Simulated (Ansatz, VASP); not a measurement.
## Two plane-wave programs on AlN

The input INCAR:

```
  ALGO = Normal
  EDIFF = 1E-7
  ENCUT = 520
  GGA = PE
  ISIF = 2
  ISMEAR = -1
  LASPH = True
  LCHARG = False
  LREAL = False
  LWAVE = False
  NBANDS = 11
  NELM = 80
  PREC = Accurate
  SIGMA = 0.02
```

File KPOINTS:

```
k-points
0
Gamma
  10 10 10
```

File POSCAR:

```
AlN
1.0
    0.0000000000      2.1630276483      2.1630276483
    2.1630276483      0.0000000000      2.1630276483
    2.1630276483      2.1630276483      0.0000000000
Al N
1 1
Direct
    0.0000000000      0.0000000000      0.0000000000
    0.2500000000      0.2500000000      0.2500000000
```

Input for Ansatz:

```yaml
crystal:
  lattice:
    - [0.0, 2.1630276483, 2.1630276483]
    - [2.1630276483, 0.0, 2.1630276483]
    - [2.1630276483, 2.1630276483, 0.0]
  atoms:
    - { symbol: Al, position: [0.0, 0.0, 0.0] }
    - { symbol: "N", position: [0.25, 0.25, 0.25] }
kpoints:
  mp_grid: { grid: [10, 10, 10] }
  band_path:
    path:
      - [0.0, 0.0, 0.0]
      - [-0.5, -0.5, 0.0]
      - [-0.375, -0.375, 0.25]
      - [-0.375, 0.0, 0.375]
      - [0.0, 0.0, 0.5]
      - [-0.5, -0.25, 0.25]
      - [-0.052083, 0.0, 0.052083]
      - [0.0, 0.5, 0.5]
    npoints: 1
hamiltonian:
  xc: pbe
scf:
  occupations: { method: fermi_dirac, width: 0.02 }
  n_extra_bands: 4
output:
  forces: true
  stress: true
  eigenvalues: true
  write_density: true
  write_potential: true
  elf: true
  volumetric_format: npy
```

Change from the starting cell: hydrostatic strain -1.0%.

Alike in both runs: task single point; functional PBE; k mesh 10 × 10 × 10; occupations fermi-dirac, width 0.02 eV; no spin polarisation.

|  | VASP | Ansatz |
| --- | --- | --- |
| version | VASP 6.6.1 | Ansatz 0.2.0 |
| potentials or method | VASP PAW PBE potentials, release 64 (Al, N) | plane waves, PAW |
| plane-wave cutoff (eV) | 520 | 420 |
| valence electrons in the cell | 8 | 8 |

```csv
,VASP,Ansatz,Ansatz less VASP
gap on the k mesh at the Fermi level (eV),3.33,3.34,+0.009
pressure (GPa),11.1,11.3,+0.26
```

A k mesh can miss the band edges.
